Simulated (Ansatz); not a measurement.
# LiH: the change of energy less free atoms and pressure with volume scale

Periodic Kohn-Sham DFT of a crystal at fixed atoms, scaled to volume_scale times the given cell; pressure positive in compression, energy less spherical unpolarised free atoms, largest_vzz the field gradient of largest size among the nuclei. The results are calculated, by Ansatz 0.2.0.

The cell before it is scaled or strained (space group Fm-3m, No. 225):
```
LiH
1.0
      0.0000     2.0325     2.0325
      2.0325     0.0000     2.0325
      2.0325     2.0325     0.0000
Li H
1 1
Direct
  0.00000 0.00000 0.00000
  0.50000 0.50000 0.50000
```

Settings of every row: method all-electron LAPW; functional PBE; relativity scalar; k mesh 11x11x11; filling fermi-dirac; smearing width 0.03 eV; basis error target 1 meV/atom; nucleus gaussian.

Atom start moment: 0 on all atoms.

```csv
row,volume scale,V (Å³/atom),energy less free atoms (eV/atom),pressure (GPa)
1,0.96,8.061,-3.0596,-0.099
2,0.98,8.228,-3.0591,-0.814
3,1,8.396,-3.0579,-1.467
4,1.02,8.564,?,?
5,1.04,8.732,-3.0535,-2.611
```

Question: what energy less free atoms and pressure should row 4 give?

Worked fit of energy less free atoms. Take u = (V_r/V)^(2/3) − 1 with V_r = 8.312 Å³ an atom, which is twice the finite (Eulerian) strain; such expansions in the strain, on which the Birch-Murnaghan equation of state is built, carry the rest volume and the bulk modulus. The shown rows have u = 0.02065, 0.00679, -0.00668, -0.03233. Least squares give energy less free atoms = −3.05859 − 0.0911 × u + 2.051 × u² eV/atom; a straight line predicts inner rows, each left out in turn, worse (root mean square 0.0009 against 2.7e-05 eV/atom). All shown rows lie on it to the printed digit. The withheld row has u = -0.01971, so the fit gives −3.05859 − 0.0911 × (-0.01971) + 2.051 × (-0.01971)² = -3.0560 eV/atom.

The calculation gave -3.056 eV/atom. The fit meets it to the printed digit.

Worked fit of pressure. Take u = (V_r/V)^(2/3) − 1 with V_r = 8.312 Å³ an atom, which is twice the finite (Eulerian) strain; such expansions in the strain, on which the Birch-Murnaghan equation of state is built, carry the rest volume and the bulk modulus. The shown rows have u = 0.02065, 0.00679, -0.00668, -0.03233. Least squares give pressure = −1.1478 + 48.619 × u + 104.05 × u² GPa; a straight line predicts inner rows, each left out in turn, worse (root mean square 0.045 against 0.0023 GPa). The rows lie off it by 0.000, -0.001, 0.001, 0.000. The withheld row has u = -0.01971, so the fit gives −1.1478 + 48.619 × (-0.01971) + 104.05 × (-0.01971)² = -2.066 GPa.

The calculation gave -2.065 GPa. The fit lies 0.001 GPa (0.04 % of the column's range) below it, one unit of the last digit.
